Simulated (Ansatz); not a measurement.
# Bi: the cost of one run

Computed with Ansatz 0.2.0 (DFT PBE, scalar-relativistic, plane waves, PAW, unless a step's input says otherwise).

3 further runs of the same task are left out: 3 set aside as unsound or not needed.

## 1. The system as given

It takes space group P6/mmm (No. 191, hexagonal). Conventional cell: a = 3.507 Å, b = 3.507 Å, c = 3.276 Å, α = 90.00°, β = 90.00°, γ = 120.00°. Around Bi (site symmetry 6/mmm) lie 8 Bi at 3.28 to 3.51 Å.

As a file:

```
Bi
1.0
     3.50656    0.00000    0.00000
    -1.75328    3.03677    0.00000
     0.00000    0.00000    3.27644
Bi
1
Direct
  0.00000 0.00000 0.00000
```

This is candidate A: simple hexagonal type (P6/mmm, No. 191).

(A quick probe on a coarse mesh, which set the mesh and smearing, is not shown.)

## 3. Full relaxation (candidate A)

input.yaml

```yaml
crystal:
  lattice:
    - [3.5065618443, 0.0, 0.0]
    - [-1.7532809221, 3.0367716371, 0.0]
    - [0.0, 0.0, 3.2764437233]
  atoms:
    - { symbol: Bi, position: [0.0, 0.0, 0.0] }
basis:
  ecutwfc: 420
kpoints:
  mp_grid: { grid: [15, 15, 12] }
hamiltonian:
  xc: pbe
scf:
  occupations: { method: gaussian, width: 0.1 }
output:
  forces: true
  stress: true
  eigenvalues: true
relax:
  adjacent_minimum: "off"
  f_tol: 0.01
  max_steps: 80
  cell: { stress_tol: 0.05 }
```

Q: Estimate wall time and peak memory on 1 thread of an x86-64 CPU, shared host.

About 12 s, with a peak of 0.48 GiB.
